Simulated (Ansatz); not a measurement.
## ZrB2: single point with PBE

The system is ZrB2.

```
Zr B
1.0
     3.17000    0.00000    0.00000
    -1.58500    2.74530    0.00000
     0.00000    0.00000    3.53300
Zr B
1 2
Direct
  0.00000 0.00000 0.00000
  0.66667 0.33333 0.50000
  0.33333 0.66667 0.50000
```

```
Program             : Ansatz 0.2.0
Task                : single point
Functional          : PBE
Potentials or basis : Ansatz PAW
Cutoff              : 420 eV (not typed: the program's choice for these potentials)
k mesh              : 10 × 10 × 8
Occupations         : gaussian, width 0.016 eV
Spin                : no spin polarisation
```

The pressure is 0.8 GPa and the band gap on the k mesh is none (metal or under the smearing width).

Stress tensor (GPa, compression positive):
```
0.39 0.00 0.00
0.00 0.39 0.00
0.00 0.00 1.58
```

Levels at points of the mesh, in eV from the Fermi level:
| k point | band 5 | band 6 | band 7 | band 8 | band 9 | band 10 | band 11 | band 12 | band 13 |
| --- | --- | --- | --- | --- | --- | --- | --- | --- | --- |
| (0.00, 0.00, 0.00) | -12.60 | -2.50 | -2.50 | -2.46 | -2.22 | 3.52 | 3.52 | 4.30 | 4.30 |
| (0.00, 0.00, -0.50) | -10.57 | -6.84 | -0.84 | -0.84 | 0.45 | 0.45 | 0.90 | 0.90 | 1.95 |
| (0.00, -0.50, 0.00) | -8.83 | -8.38 | -3.77 | -2.93 | -2.56 | 2.36 | 2.43 | 5.04 | 5.12 |
| (0.00, -0.50, -0.50) | -9.80 | -6.87 | -4.48 | -4.01 | -1.88 | 3.86 | 4.21 | 5.41 | 6.35 |

Run time: 2.5 s on 2 threads of Intel(R) Xeon(R) Processor @ 2.70GHz, on a shared host, peak memory 0.35 GiB.
